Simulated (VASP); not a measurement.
# PbF2 (strained database structure): one PBE single-point calculation in two programs

```yaml
crystal:
  lattice:
    - [5.87218, 0.00000, 0.00000]
    - [0.00000, 2.93609, 2.93610]
    - [0.00000, -2.93609, 2.93610]
  atoms:
    - { symbol: Pb, position: [0.50000, 0.96991, 0.96991] }
    - { symbol: Pb, position: [0.00000, 0.46991, 0.46991] }
    - { symbol: F, position: [0.75000, 0.96992, 0.46992] }
    - { symbol: F, position: [0.25000, 0.46992, 0.96992] }
    - { symbol: F, position: [0.75000, 0.46992, 0.96992] }
    - { symbol: F, position: [0.25000, 0.96992, 0.46992] }
```

Each program uses its own PAW datasets. VASP's cell holds 56 valence electrons and Ansatz's 56. Ansatz's stress includes a Pulay correction; VASP's doesn't.

Cutoffs: 520 eV in VASP, 420 eV in Ansatz. k meshes: 4×6×6 and 4×6×6.

|  | VASP | Ansatz |
| --- | --- | --- |
| gap between bands v and c | 4.41 eV | 4.41 eV |
| least direct gap | 4.56 eV | 4.56 eV |
| pressure | 4.8 GPa | 5.0 GPa |

Band v is the last that the valence electrons fill when counted band by band, and c is the next. Levels in eV from the top of v, Ansatz:

```tsv
point	v−1	v	c	c+1
Γ	-1.73	-0.15	4.41	6.80
X	-0.15	-0.15	4.41	4.41
K	-0.24	-0.04	4.94	5.34
L	-0.05	-0.05	5.01	5.01
W	0.00	0.00	6.10	6.10
```

VASP:

```csv
point,v−1,v,c,c+1
Γ,-1.72,-0.15,4.41,6.80
X,-0.15,-0.15,4.41,4.41
K,-0.24,-0.04,4.94,5.34
L,-0.05,-0.05,5.02,5.02
W,0.00,0.00,6.10,6.10
```
